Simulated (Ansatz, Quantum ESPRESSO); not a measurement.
## CdTe [001], zinc blende: uniaxial strain and lateral response

The c axis is held at a set length while the cell relaxes sideways. How do the lateral strain and the stress follow? The strained cell has c along the load; unstrained it is a = 4.5882 Å, b = 4.5882 Å, c = 6.4887 Å, α = 90.00°, β = 90.00°, γ = 90.00°, with 4 atoms.

Calculated with Quantum ESPRESSO 7.5, PBEsol, GBRV 1.5 ultrasoft potentials, cutoff 680 eV, Fermi–Dirac smearing 0.02 eV, k-mesh 6×6×5, no spin polarisation, no spin-orbit coupling.

Relaxed positions at 0 %:

```csv
atom,x,y,z
Te,0.5000,0.0000,0.7500
Te,0.0000,0.5000,0.2500
Cd,0.0000,0.0000,0.0000
Cd,0.5000,0.5000,0.5000
```

| ε_c (%) | a (Å) | c (Å) | ε_a (%) | σ (GPa, tension positive) |
| --- | --- | --- | --- | --- |
| −3 | 4.6463 | 6.2940 | 1.265 | −0.60 |
| −2 | 4.6260 | 6.3589 | 0.824 | −0.42 |
| −1 | 4.6077 | 6.4238 | 0.424 | −0.19 |
| 0 | 4.5882 | 6.4887 | 0.000 | 0.03 |
| 1 | 4.5705 | 6.5536 | −0.385 | 0.29 |
| 3 | 4.5322 | 6.6833 | −1.220 | 0.79 |

**Question.** Fit both responses and give the free strain and the stress at +2 %, a row left out above.

Least squares with y = y0 + y1 ε + y2 ε² (ε in %) gives ε_a = 0.009 + (−0.4118) ε + (0.0013) ε² and σ = 0.04 + (0.234) ε + (0.006) ε² GPa. The linear terms put the ratio of free to applied strain at −0.412 and the Young modulus at 23 GPa.

At +2 % the free strain comes out as −0.810 %. The run itself gives −0.817 %, so the estimate misses by 0.007 %; the fitted rows themselves lie up to 0.017 % off the law.

The stress comes out as 0.53 GPa. The run itself gives 0.53 GPa, so the estimate misses by 0.00 GPa, a rounding's worth.

Along a cube axis ν = C12/(C11 + C12) and Y = (C11 − C12)(C11 + 2C12)/(C11 + C12), so C11 = Y(1 − ν)/[(1 + ν)(1 − 2ν)] = 55 GPa and C12 = 39 GPa.

The same fit over all rows at other levels or in other programs gives the strain ratio = −0.402 with PBEsol (Ansatz).

[Logs are printed without paths, hosts, clocks, repeated set-up lines and the standing remarks that a program may print on its own settings, such as how far it seeks lower states.]
